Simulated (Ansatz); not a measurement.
**What moves the pressure of Lu?**

```
CELL_PARAMETERS angstrom
3.20283 0.00000 0.00000
0.00000 3.20283 0.00000
0.00000 0.00000 3.20283
ATOMIC_POSITIONS crystal
Lu 0.00000 0.00000 0.00000
```

Conventional cell: a = 3.203 Å, b = 3.203 Å, c = 3.203 Å, α = 90.00°, β = 90.00°, γ = 90.00°. Lu (atom 1) has 6 Lu at 3.20 Å as nearest neighbours.

The structure comes from a relaxation in the same program, started in the sc type, and has space group Pm-3m. Whether it is a known phase or the ground state wasn't checked.

Theory: DFT, PBE, all-electron LAPW, scalar-relativistic (Ansatz 0.2.0).

Sampling and basis: a Γ-centred 13×13×13 k mesh, Fermi–Dirac smearing of 0.03 eV, basis error target 0.25 meV/atom, no spin polarisation.

Spin–orbit coupling is off unless a change turns it on.

In this reference run the pressure is 0.0 GPa (positive in compression). Each change below is made alone, on the same k mesh, with fractional coordinates held unless an atom is moved; x, y and z are the Cartesian axes.

(1) Order the changes by the shift of the pressure, most negative first.
A. volume scaled by 0.97
B. spin-orbit coupling on
C. functional pbesol
D. volume scaled by 1.03
E. functional lda

Results:

(1) E (-4.2 GPa), C (-2.1 GPa), D (-0.8 GPa), B (-0.1 GPa), A (+1.0 GPa).
